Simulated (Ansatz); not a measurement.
In CaO (rock salt type) the Ca atom of the primitive cell, with all its periodic images, is moved by 0.06 Å along [111].

```
CELL_PARAMETERS angstrom
0.00000 2.41500 2.41500
2.41500 0.00000 2.41500
2.41500 2.41500 0.00000
ATOMIC_POSITIONS crystal
Ca 0.00717 0.00717 0.00717
O 0.50000 0.50000 0.50000
```

Theory: PBE, plane waves, PAW datasets (generated hard set) (Ansatz 0.2.0 development build).

Cutoff 700 eV; k-mesh 4×4×4 Γ-centred; Fermi–Dirac smearing of 0.05 eV; no spin polarisation.

What force results?

The force on it along the displacement is -0.1604 eV/Å, a force constant of 2.67 eV/Å².

| atom | Fx (eV/Å) | Fy (eV/Å) | Fz (eV/Å) |
| --- | --- | --- | --- |
| Ca1 | -0.0926 | -0.0926 | -0.0926 |
| O2 | 0.0926 | 0.0926 | 0.0926 |
